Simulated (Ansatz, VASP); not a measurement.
Te: VASP beside Ansatz

```xyz
1
Lattice="2.3059 1.3313 1.6910 -2.3059 1.3313 1.6910 0.0000 -2.6626 1.6910" Properties=species:S:1:pos:R:3 pbc="T T T"
Te    0.0000    0.0000    2.5364
```

Alike in both runs: task relaxation of cell and atoms; functional PBE; k mesh 18 × 18 × 18; occupations gaussian, width 0.1 eV; no spin polarisation.

|  | VASP | Ansatz |
| --- | --- | --- |
| version | VASP 6.6.1 | Ansatz 0.2.0 |
| potentials or method | VASP PAW PBE potentials, release 64 (Te) | scalar-relativistic, plane waves, PAW |
| plane-wave cutoff (eV) | 600 | 420 |
| valence electrons in the cell | 6 | 16 |

Ansatz gave:

```
gap on the k mesh at the Fermi level, each at its own relaxed structure (eV) : none
relaxed volume (Å³/atom)                                                     : 32.78
relaxed cell length with the largest relative difference (Å)                 : 3.200
energy change over the relaxation (meV/atom)                                 : -14
```

Problem. Estimate VASP's values.

Solution. gap on the k mesh at the Fermi level, each at its own relaxed structure (eV): none; relaxed volume (Å³/atom): 32.73; relaxed cell length with the largest relative difference (Å): 3.199; energy change over the relaxation (meV/atom): -14.

A gap of «none» marks a metal or a gap that the smearing closes. The two sets of potentials don't hold the same shells in valence.

Spin-orbit coupling is left out, which matters for the levels of Te.
